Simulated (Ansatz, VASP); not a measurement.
# Si in VASP and in Ansatz

```
CELL_PARAMETERS angstrom
2.63732 0.00000 0.00000
-1.31866 2.28398 0.00000
0.00000 0.00000 2.47230
ATOMIC_POSITIONS crystal
Si 0.00000 0.00000 0.00000
```

Alike in both runs: functional PBEsol; k mesh 16 × 16 × 15; occupations fermi-dirac, width 0.08 eV; no spin polarisation.

Ansatz relaxed the structure, and its values are those at the end. VASP's run is a single point on that final structure, the one shown.

|  | VASP | Ansatz |
| --- | --- | --- |
| version | VASP 6.6.1 | Ansatz 0.2.0 |
| potentials or method | VASP PAW PBE potentials, release 64 (Si), cutoff 520 eV | all-electron LAPW, scalar-relativistic |

Ansatz gave:

| Quantity | Value |
| --- | --- |
| pressure (GPa) | -1.2 |

Question: Which values does VASP return?

Answer: Pressure (GPa): -1.1.

Ansatz ran all-electron here, so the differences hold the error of VASP's frozen core and of both bases.

Caveats: the PAW data sets were made with another functional, which shifts forces and pressure a little (VASP).
